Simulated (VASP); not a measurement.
Write the native input for VASP 6.6.1 that does the following.

| Property | Result |
| --- | --- |
| Task | relaxation of cell and atoms |
| Functional | r2SCAN |
| Potentials or basis | VASP PAW PBE potentials, release 64 (Cd) |
| Cutoff | 600 eV |
| k mesh | 15 × 15 × 7 |
| Occupations | methfessel-paxton, width 0.1 eV |
| Spin | no spin polarisation |
| Further INCAR settings | ALGO = Normal; EDIFF = 1e-07; IBRION = 2; EDIFFG = -0.005; NSW = 90; ISIF = 3 |

The structure of Cd lies in POSCAR:

```
Cd                                      
1.0
    2.9664358469      0.0000000000      0.0000000000
   -1.4832179234      2.5690088021     -0.0000000000
   -0.0000000000      0.0000000000      5.8056331315
  Cd            
     2
Direct
     0.3333333332999970    0.6666666667000030    0.2500000000000000
     0.6666666667000030    0.3333333332999970    0.7500000000000000
```

The input as run:

INCAR

```
PREC = Accurate
ENCUT = 600
EDIFF = 1E-7
ISMEAR = 1
SIGMA = 0.1
LREAL = False
LASPH = True
NELM = 80
ALGO = Normal
ISIF = 3
LWAVE = False
LCHARG = False
METAGGA = R2SCAN
LMIXTAU = True
IBRION = 2
NSW = 90
EDIFFG = -0.005
```

KPOINTS

```
regular mesh
0
Gamma
  15 15 7
```

Potentials or basis: VASP PAW PBE potentials, release 64 (Cd).

Run with:

```bash
$ cat potpaw_PBE.64/Cd/POTCAR > POTCAR
$ mpirun -np 1 vasp_std > vasp.out
```

It gave:

| Item | Value |
| --- | --- |
| Relaxed volume | 22.09 Å³/atom |
| Relaxed cell | a = 2.965 Å, b = 2.965 Å, c = 5.803 Å, α = 90.00°, β = 90.00°, γ = 120.00° |
| Space group after relaxing (to 0.05 Å) | P6_3/mmc (No. 194) |
| Energy gained by relaxing | 0.0 meV/atom |
| Ionic steps | 2 |
| Pressure after relaxing | 0.0 GPa |
| Band gap on the k mesh | none (metal or under the smearing width) |

Caveat: the PAW data sets were made with another functional, which shifts forces and pressure a little.

Wall time 3.8 min on 1 thread of Intel(R) Xeon(R) 6975P-C (Granite Rapids), on a shared host, peak memory 0.22 GiB.
